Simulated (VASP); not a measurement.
Set up this calculation in VASP 6.6.1, as the native input.

```
Task                   : relaxation of cell and atoms
Functional             : r2SCAN
Potentials or basis    : VASP PAW PBE potentials, release 64 (Rh_pv)
Cutoff                 : 600 eV
k mesh                 : 11 × 11 × 6
Occupations            : methfessel-paxton, width 0.1 eV
Spin                   : no spin polarisation
Further INCAR settings : ALGO = Normal; EDIFF = 1e-06; IBRION = 2; EDIFFG = -0.01; NSW = 40; ISIF = 3
```

The structure of Rh lies in POSCAR:

```
Rh
1.0
    2.7309790422      0.0000000000      0.0000000000
   -1.3654895211      2.3650972278      0.0000000000
    0.0000000000      0.0000000000      4.4284890000
Rh
2
Direct
    0.3333333333      0.6666666667      0.2500000000
    0.6666666667      0.3333333333      0.7500000000
```

This isn't the form of Rh at room conditions, which is fcc.

The input as run:

INCAR

```
ALGO     = Normal         # electronic algorithm
EDIFF    = 1E-6           # SCF threshold, eV
EDIFFG   = -0.01          # ionic threshold
ENCUT    = 600            # plane-wave cutoff, eV
IBRION   = 2              # ionic algorithm
ISIF     = 3              # what is computed and relaxed
ISMEAR   = 1              # smearing method
LASPH    = True           # aspherical terms in the spheres
LCHARG   = False          # write CHGCAR
LMIXTAU  = True         
LREAL    = False          # projectors in reciprocal space
LWAVE    = False          # write WAVECAR
METAGGA  = R2SCAN         # meta-GGA
NELM     = 80             # most SCF steps
NSW      = 40             # ionic steps
PREC     = Accurate       # precision mode
SIGMA    = 0.1            # smearing width, eV
```

KPOINTS

```
k-points
0
Gamma
  11 11 6
```

Potentials or basis: VASP PAW PBE potentials, release 64 (Rh_pv).

Launch:

```console
$ cat potpaw_PBE.64/Rh_pv/POTCAR > POTCAR
$ mpirun -np 1 vasp_std > vasp.out
```

Results of the run:

| Property | Result |
| --- | --- |
| Relaxed volume | 13.82 Å³/atom |
| Relaxed cell | a = 2.702 Å, b = 2.702 Å, c = 4.370 Å, α = 90.00°, β = 90.00°, γ = 120.00° |
| Space group after relaxing (to 0.05 Å) | P6_3/mmc (No. 194) |
| Energy gained by relaxing | 14.0 meV/atom |
| Ionic steps | 10 |
| Pressure after relaxing | 0.0 GPa |
| Band gap on the k mesh | none (metal or under the smearing width) |

Caveat: the PAW data sets were made with another functional, which shifts forces and pressure a little.

Run time: 7.7 min on 1 thread of Intel(R) Xeon(R) Platinum 8488C (Sapphire Rapids), with other jobs on the host, peak memory 0.19 GiB.
